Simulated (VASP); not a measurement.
# Relaxed cell of ZnS (Sphalerite): a test of cutoff and mesh

Aim: test the relaxed volume of ZnS (Sphalerite) against cutoff and mesh. The starting structure is a measured crystal structure from the Crystallography Open Database. The first relaxation on each setting starts from this cell expanded by 3 % in volume.

Main program and level: VASP 6.6.1; Kohn-Sham DFT with plane waves and PAW; PBEsol.

### 1. The starting structure

It takes space group F-43m (No. 216, cubic). Conventional cell: a = 5.409 Å, b = 5.409 Å, c = 5.409 Å, α = 90.00°, β = 90.00°, γ = 90.00°. Nearest to Zn lie 4 S at 2.34 Å. Nearest to S lie 4 Zn at 2.34 Å. Farther neighbours and most contacts between anions are not listed.

Coordinates:

```xyz
2
Lattice="0.0000 2.7046 2.7046 2.7046 0.0000 2.7046 2.7046 2.7046 0.0000" Properties=species:S:1:pos:R:3 pbc="T T T"
Zn    0.0000    0.0000    0.0000
S     4.0570    4.0570    4.0570
```

### 2. Reference relaxation

This run starts from the cell of an earlier relaxation, which isn't shown; the restart sets up the plane waves anew.

INCAR reads:

```
SYSTEM = ZnS
PREC = Accurate
ENCUT = 450
EDIFF = 1E-06
NELM = 100
ISMEAR = 0
SIGMA = 0.03
LREAL = .FALSE.
ALGO = Normal
GGA = PS
NBANDS = 15
LORBIT = 11
LWAVE = .FALSE.
LCHARG = .FALSE.
KPAR = 8
IBRION = 2
NSW = 50
ISIF = 3
EDIFFG = -0.006
```

POSCAR reads:

```
ZnS
1.0
    0.0000000000      2.6797879172      2.6797879172
    2.6797879172      0.0000000000      2.6797879172
    2.6797879172      2.6797879172      0.0000000000
Zn S
1 1
Direct
    0.0000000000      0.0000000000      0.0000000000
    0.7500000000      0.7500000000      0.7500000000
```

KPOINTS reads:

```
Automatic mesh
0
Gamma
8 8 8
0 0 0
```

The projector-augmented-wave data sets are Zn and S (PBE family, release 64).

On the command line:

```
$ mpirun -np 8 vasp_std
```

What it wrote:

```text
[banner, memory and clock lines left out]
running    8 mpi-ranks, on    1 nodes
 distrk:  each k-point on    1 cores,    8 groups
 distr:  one band on    1 cores,    1 groups

 POSCAR found type information on POSCAR ZnS
 POSCAR found :  2 types and       2 ions
|                                                                             |
|           W    W    AA    RRRRR   N    N  II  N    N   GGGG   !!!           |
|           W    W   A  A   R    R  NN   N  II  NN   N  G    G  !!!           |
|           W    W  A    A  R    R  N N  N  II  N N  N  G       !!!           |
|           W WW W  AAAAAA  RRRRR   N  N N  II  N  N N  G  GGG   !            |
|           WW  WW  A    A  R   R   N   NN  II  N   NN  G    G                |
|           W    W  A    A  R    R  N    N  II  N    N   GGGG   !!!           |
|                                                                             |
|     For optimal performance we recommend to set                             |
|       NCORE = 2 up to number-of-cores-per-socket                            |
|     NCORE specifies how many cores store one orbital (NPAR=cpu/NCORE).      |
|     This setting can greatly improve the performance of VASP for DFT.       |
|     The default, NCORE=1 might be grossly inefficient on modern             |
|     multi-core architectures or massively parallel machines. Do your        |
|     Unfortunately you need to use the default for GW and RPA                |
|     calculations (for HF NCORE is supported but not extensively tested      |
|     yet).                                                                   |
|                                                                             |

|                                                                             |
|               ----> ADVICE to this user running VASP <----                  |
|                                                                             |
|     You enforced a specific xc type in the INCAR file but a different       |
|     [... a line on the potential file left out ...]
|     I HOPE YOU KNOW WHAT YOU ARE DOING!                                     |
|                                                                             |

 LDA part: xc-table for (Slater+PW92), standard interpolation
 POSCAR, INCAR and KPOINTS ok, starting setup
 FFT: planning ... GRIDC
 FFT: planning ... GRID_SOFT
 FFT: planning ... GRID
 WAVECAR not read
 entering main loop
       N       E                     dE             d eps       ncg     rms          rms(c)
DAV:   1     0.834595047491E+02    0.83460E+02   -0.84679E+03   870   0.133E+03
DAV:   2    -0.269508066835E+01   -0.86155E+02   -0.80721E+02   975   0.249E+02
DAV:   3    -0.794033982776E+01   -0.52453E+01   -0.52248E+01  1073   0.630E+01
DAV:   4    -0.799518292521E+01   -0.54843E-01   -0.54831E-01  1059   0.686E+00
DAV:   5    -0.799587006146E+01   -0.68714E-03   -0.68713E-03  1052   0.729E-01    0.699E+00
DAV:   6    -0.760945244326E+01    0.38642E+00   -0.84824E-01  1244   0.349E+01    0.544E+00
DAV:   7    -0.759002268386E+01    0.19430E-01   -0.25725E-01   982   0.527E+00    0.263E+00
DAV:   8    -0.758677517887E+01    0.32475E-02   -0.53144E-03  1186   0.965E-01    0.636E-01
DAV:   9    -0.758657968055E+01    0.19550E-03   -0.10153E-03  1024   0.285E-01    0.935E-02
DAV:  10    -0.758666306136E+01   -0.83381E-04   -0.16125E-04  1088   0.992E-02    0.275E-02
DAV:  11    -0.758665486043E+01    0.82009E-05   -0.27813E-05  1024   0.438E-02    0.607E-03
DAV:  12    -0.758665511542E+01   -0.25499E-06   -0.31808E-06  1038   0.176E-02
   1 F= -.75866551E+01 E0= -.75866551E+01  d E =-.758666E+01
 curvature:   0.00 expect dE= 0.000E+00 dE for cont linesearch  0.000E+00
 trial: gam= 0.00000 g(F)=  0.168E-45 g(S)=  0.178E-05 ort = 0.000E+00 (trialstep = 0.100E+01)
 search vector abs. value=  0.178E-05
 reached required accuracy - stopping structural energy minimisation
```

The job ended after 2.2 s (8 MPI ranks of Intel Xeon 6975P-C (Granite Rapids), shared host; peak memory 1.2 GiB; 12 s of CPU time).

Lines that name or quote the potential files are left out of all logs, and their timing lines are given in words.

OUTCAR, selected parts (step 2):

```text
ion  position               nearest neighbor table
   1  0.000  0.000  0.000-   2 2.32   2 2.32   2 2.32   2 2.32
   2  0.750  0.750  0.750-   1 2.32   1 2.32   1 2.32   1 2.32

  LATTYP: Found a face centered cubic cell.
 ALAT       =     5.3595758344

 Subroutine GETGRP returns: Found 24 space group operations
 (whereof 24 operations were pure point group operations)

The static configuration has the point symmetry T_d .

 Found     29 irreducible k-points:

   k-points           NKPTS =     29   k-points in BZ     NKDIM =     29   number of bands    NBANDS=     15

   dimension x,y,z NGX =    28 NGY =   28 NGZ =   28
   dimension x,y,z NGXF=    56 NGYF=   56 NGZF=   56

   ENCUT  =  450.0 eV  33.07 Ry    5.75 a.u.   6.56  6.56  6.56*2*pi/ulx,y,z

   NELECT =      18.0000    total number of electrons

 k-points in reciprocal lattice and weights: Automatic mesh
   0.00000000  0.00000000  0.00000000       0.002
   0.12500000  0.00000000  0.00000000       0.016
   0.25000000  0.00000000  0.00000000       0.016
   0.37500000  0.00000000  0.00000000       0.016
   0.50000000  0.00000000  0.00000000       0.008
   0.12500000  0.12500000  0.00000000       0.012
   0.25000000  0.12500000  0.00000000       0.047
   0.37500000  0.12500000  0.00000000       0.047
   0.50000000  0.12500000  0.00000000       0.047
[...]
-0.37500000  0.50000000  0.12500000       0.023
  -0.25000000  0.50000000  0.25000000       0.012

 average (electrostatic) potential at core
       1 -35.9125       2 -88.5132

 E-fermi :   2.4112

 k-point     1 :       0.0000    0.0000    0.0000
  band No.  band energies     occupation
    ...
      5      -3.6994      2.00000
      6      -3.6994      2.00000
      7       2.2485      2.00000
      8       2.2485      2.00000
      9       2.2485      2.00000
     10       4.3323      0.00000
     11       8.5367      0.00000
     12       8.5367      0.00000
     13       8.5367      0.00000
     14      14.0126      0.00000
    ...

 k-point     2 :       0.1250    0.0000    0.0000
  band No.  band energies     occupation
    ...
      5      -3.7012      2.00000
      6      -3.7012      2.00000
      7       1.0883      2.00000
      8       2.0918      2.00000
      9       2.0918      2.00000
     10       5.1700      0.00000
     11       8.4488      0.00000
     12       8.8014      0.00000
     13       8.8014      0.00000
     14      13.3736      0.00000
    ...

 k-point     3 :       0.2500    0.0000    0.0000
  band No.  band energies     occupation
    ...
      5      -3.6979      2.00000
      6      -3.6979      2.00000
      7      -0.6880      2.00000
      8       1.7526      2.00000
      9       1.7526      2.00000
     10       5.6819      0.00000
     11       9.1306      0.00000
     12       9.1799      0.00000
     13       9.1799      0.00000
     14      13.1633      0.00000
    ...

  Total       -0.0049629     -0.0049629     -0.0049629      0.0000000      0.0000000     -0.0000000
  in kB       -0.2065945     -0.2065945     -0.2065945      0.0000000      0.0000000     -0.0000000
  external PRESSURE =      -0.2065945 kB  Pullay stress =       0.0000000 kB

  energy-cutoff  :      450.00
  volume of cell :       38.49
      direct lattice vectors                 reciprocal lattice vectors
     0.000000000  2.679787917  2.679787917    -0.186581929  0.186581929  0.186581929
     2.679787917  0.000000000  2.679787917     0.186581929 -0.186581929  0.186581929
     2.679787917  2.679787917  0.000000000     0.186581929  0.186581929 -0.186581929

 POSITION                                       TOTAL-FORCE (eV/Angst)
 -----------------------------------------------------------------------------------
      0.00000      0.00000      0.00000         0.000000     -0.000000     -0.000000
      4.01968      4.01968      4.01968        -0.000000      0.000000      0.000000
 -----------------------------------------------------------------------------------
    total drift:                               -0.000002     -0.000002     -0.000002

  FREE ENERGIE OF THE ION-ELECTRON SYSTEM (eV)
  ---------------------------------------------------
  free  energy   TOTEN  =        -7.5866551154 eV

  energy  without entropy=       -7.5866551154  energy(sigma->0) =       -7.58665512

 reached required accuracy - stopping structural energy minimisation

 total charge
# of ion       s       p       d       tot
------------------------------------------
    1        0.532   0.504   9.801  10.837
    2        1.309   2.422   0.000   3.730
--------------------------------------------------
tot          1.841   2.925   9.801  14.567

[... 3 further parts left out ...]
```

The PAW data sets were made with PBE, which is usual practice but a small mismatch for other functionals. The run keeps the 24 symmetry operations of its start, so it cannot find a distortion of lower symmetry.

The reference relaxation ends at 19.244 Å³ an atom. Pressures at 0.985 and 1.015 times this volume, from two more relaxations that aren't shown, give a bulk modulus of 78.8 GPa.

### 3. Relaxation with a cutoff of 280 eV

Against step 2 the input has ENCUT = 280. This run starts from the cell of an earlier relaxation, which isn't shown; the restart sets up the plane waves anew.

Edit INCAR of step 2 so:

```diff
@@ -2,3 +2,3 @@
 PREC = Accurate
-ENCUT = 450
+ENCUT = 280
 EDIFF = 1E-06
```

POSCAR reads:

```
ZnS
1.0
    0.0000000000      2.6755855448      2.6755855448
    2.6755855448      0.0000000000      2.6755855448
    2.6755855448      2.6755855448      0.0000000000
Zn S
1 1
Direct
    0.0000000000      0.0000000000      0.0000000000
    0.7500000000      0.7500000000      0.7500000000
```

KPOINTS is that of step 2.

On the command line:

```
$ mpirun -np 8 vasp_std
```

What it wrote:

```text
[banner, memory and clock lines left out]
running    8 mpi-ranks, on    1 nodes
[...]
[... a notice as in an earlier step ...]

 [... a notice as in an earlier step ...]

 LDA part: xc-table for (Slater+PW92), standard interpolation
 POSCAR, INCAR and KPOINTS ok, starting setup
[...]
entering main loop
       N       E                     dE             d eps       ncg     rms          rms(c)
DAV:   1     0.642606478011E+02    0.64261E+02   -0.63987E+03   884   0.929E+02
DAV:   2    -0.453433703415E+01   -0.68795E+02   -0.65747E+02  1003   0.199E+02
DAV:   3    -0.795248671553E+01   -0.34181E+01   -0.34095E+01  1073   0.484E+01
DAV:   4    -0.798152332772E+01   -0.29037E-01   -0.29032E-01  1066   0.467E+00
[...]
DAV:  10    -0.757440495955E+01   -0.82927E-04   -0.17226E-04  1018   0.104E-01    0.334E-02
DAV:  11    -0.757439249825E+01    0.12461E-04   -0.42274E-05  1087   0.595E-02    0.670E-03
DAV:  12    -0.757439255483E+01   -0.56577E-07   -0.30090E-06   996   0.237E-02
[...]
DAV:   5    -0.757461584489E+01    0.53580E-04   -0.50829E-05  1290   0.121E-01    0.121E-02
DAV:   6    -0.757461474632E+01    0.10986E-05   -0.12964E-05   954   0.315E-02    0.613E-03
DAV:   7    -0.757461447545E+01    0.27088E-06   -0.51958E-07   477   0.111E-02
   2 F= -.75746145E+01 E0= -.75746145E+01  d E =-.221921E-03
 trial-energy change:   -0.000222  1 .order   -0.000171   -0.000951    0.000608
 step:   0.6539(harm=  0.6099)  dis= 0.00000  next Energy=    -7.574718 (dE=-0.325E-03)
[...]
N       E                     dE             d eps       ncg     rms          rms(c)
DAV:   1    -0.757630246258E+01   -0.16877E-02   -0.17440E-02  1052   0.279E+00    0.284E-01
DAV:   2    -0.757491411463E+01    0.13883E-02   -0.39461E-03  1094   0.177E+00    0.110E-01
DAV:   3    -0.757475219636E+01    0.16192E-03   -0.14438E-04   996   0.102E-01    0.501E-02
DAV:   4    -0.757471413927E+01    0.38057E-04   -0.20106E-05  1108   0.720E-02    0.254E-02
DAV:   5    -0.757470704019E+01    0.70991E-05   -0.58421E-06  1296   0.410E-02    0.363E-03
DAV:   6    -0.757470705388E+01   -0.13689E-07   -0.14918E-06   674   0.109E-02
   3 F= -.75747071E+01 E0= -.75747071E+01  d E =-.314499E-03
[...]
reached required accuracy - stopping structural energy minimisation
```

It took 2.6 s on 8 MPI ranks; peak memory 1.1 GiB.

Parts of OUTCAR (step 3):

```text
  Total        0.0061175      0.0061175      0.0061175     -0.0000000     -0.0000000      0.0000000
  in kB        0.2572520      0.2572520      0.2572520     -0.0000000     -0.0000000      0.0000000
  external PRESSURE =       0.2572520 kB  Pullay stress =       0.0000000 kB

 POSITION                                       TOTAL-FORCE (eV/Angst)
 -----------------------------------------------------------------------------------
      0.00000      0.00000      0.00000         0.000000      0.000000      0.000000
      4.00612      4.00612      4.00612        -0.000000     -0.000000     -0.000000
 -----------------------------------------------------------------------------------
    total drift:                               -0.000002     -0.000002     -0.000002

  FREE ENERGIE OF THE ION-ELECTRON SYSTEM (eV)
  ---------------------------------------------------
  free  energy   TOTEN  =        -7.5747070539 eV

  energy  without entropy=       -7.5747070539  energy(sigma->0) =       -7.57470705

[... 2 parts as in an earlier step ...]

[... 2 further parts left out ...]
[key lines of the parts left out:]
E-fermi :   2.5118
```

With a cutoff of 280 eV the cell ends at 19.050 Å³ an atom, -1.01 % from the reference; the bulk modulus is 80.5 GPa against 78.8 GPa.

### 4. Relaxation with a 4×4×4 mesh

Against step 2 the input has a 4×4×4 mesh. This run starts from the cell of an earlier relaxation, which isn't shown; the restart sets up the plane waves anew.

Edit INCAR of step 3 so:

```diff
@@ -2,3 +2,3 @@
 PREC = Accurate
-ENCUT = 280
+ENCUT = 450
 EDIFF = 1E-06
```

POSCAR reads:

```
ZnS
1.0
    0.0000000000      2.6840269065      2.6840269065
    2.6840269065      0.0000000000      2.6840269065
    2.6840269065      2.6840269065      0.0000000000
Zn S
1 1
Direct
    0.0000000000      0.0000000000      0.0000000000
    0.7500000000      0.7500000000      0.7500000000
```

KPOINTS reads:

```
Automatic mesh
0
Gamma
4 4 4
0 0 0
```

On the command line:

```
$ mpirun -np 8 vasp_std
```

What it wrote:

```text
[... set-up lines as in an earlier step ...]
 entering main loop
       N       E                     dE             d eps       ncg     rms          rms(c)
DAV:   1     0.786993473639E+02    0.78699E+02   -0.83933E+03   240   0.132E+03
DAV:   2    -0.278116735027E+01   -0.81481E+02   -0.77679E+02   275   0.243E+02
DAV:   3    -0.790314003744E+01   -0.51220E+01   -0.51001E+01   310   0.617E+01
DAV:   4    -0.795783198610E+01   -0.54692E-01   -0.54687E-01   254   0.688E+00
[...]
DAV:  10    -0.753446598928E+01   -0.10439E-03   -0.19826E-04   283   0.129E-01    0.532E-02
DAV:  11    -0.753445326938E+01    0.12720E-04   -0.44562E-05   303   0.829E-02    0.709E-03
DAV:  12    -0.753445305713E+01    0.21225E-06   -0.37956E-06   291   0.312E-02
   1 F= -.75344531E+01 E0= -.75344531E+01  d E =-.753445E+01
[...]
reached required accuracy - stopping structural energy minimisation
```

Run time: 1.8 s. Hardware: 8 MPI ranks; peak memory 1.2 GiB; 9 s of CPU time.

From OUTCAR (step 4):

```text
  Total       -0.0096677     -0.0096677     -0.0096677      0.0000000      0.0000000     -0.0000000
  in kB       -0.4005385     -0.4005385     -0.4005385      0.0000000      0.0000000     -0.0000000
  external PRESSURE =      -0.4005385 kB  Pullay stress =       0.0000000 kB

 POSITION                                       TOTAL-FORCE (eV/Angst)
 -----------------------------------------------------------------------------------
      0.00000      0.00000      0.00000        -0.000000     -0.000000     -0.000000
      4.02604      4.02604      4.02604         0.000000      0.000000      0.000000
 -----------------------------------------------------------------------------------
    total drift:                               -0.000002     -0.000002     -0.000002

  FREE ENERGIE OF THE ION-ELECTRON SYSTEM (eV)
  ---------------------------------------------------
  free  energy   TOTEN  =        -7.5344530571 eV

  energy  without entropy=       -7.5344530571  energy(sigma->0) =       -7.53445306

[... 1 part as in an earlier step ...]

[... 3 further parts left out ...]
[key lines of the parts left out:]
E-fermi :   2.3870
```

With a 4×4×4 mesh the cell ends at 19.336 Å³ an atom, +0.48 % from the reference; the bulk modulus is 78.2 GPa against 78.8 GPa.

(Part 1 of 2 ends here.)

[Lines on the potential files, build, host, timing and source positions are cut from VASP's logs without a mark.]

[Logs are printed without paths, hosts, clocks, repeated set-up lines and the standing remarks that a program may print on its own settings, such as how far it seeks lower states.]

[Hosts, paths, dates, database ids (printed as entryN), source tags and the programs' standing remarks are cut or masked in the printed files.]
